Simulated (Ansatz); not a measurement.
AlRu under changes of volume

One of the cells (13.387 Å³/atom); the others are scaled copies at fixed shape and fractional positions:

```xyz
2
Lattice="2.9916 0.0000 0.0000 0.0000 2.9916 0.0000 0.0000 0.0000 2.9916" Properties=species:S:1:pos:R:3 pbc="T T T"
Ru    1.4958    1.4958    1.4958
Al    0.0000    0.0000    0.0000
```

- Program: Ansatz 0.2.0
- Functional: PBEsol
- Potentials or basis: all-electron LAPW, scalar-relativistic
- Cutoff: 261 eV (chosen from the basis error)
- Basis error allowed: 0.0005 eV/atom
- k mesh: 9 × 9 × 9
- Occupations: fermi-dirac, width 0.05 eV
- Spin: no spin polarisation

| volume (Å³/atom) | energy over the lowest point (meV/atom) | pressure (GPa) |
| --- | --- | --- |
| 12.584 | ? | ? |
| 12.851 | 5.45 | 5.8 |
| 13.119 | 0.00 | 0.9 |
| 13.387 | 2.19 | -3.4 |
| 13.655 | 11.23 | -7.2 |
| 13.922 | 26.41 | -10.7 |
| 14.190 | 47.08 | -13.8 |

Question: What does the run at 12.584 Å³/atom give?

Answer: Energy over the lowest point 19.42 meV/atom; pressure 11.2 GPa.

Worked out: A Birch-Murnaghan fit of order 3 (a polynomial in V^(-2/3)) to the other rows has its minimum at 13.17 Å³/atom with B0 = V·E''(V) = 220 GPa and B' = 4.4. It gives 19.40 meV/atom at 12.584 Å³/atom, against the run's 19.42, and -dE/dV = 11.1 GPa, against 11.2.

Energies are extrapolated to zero smearing.
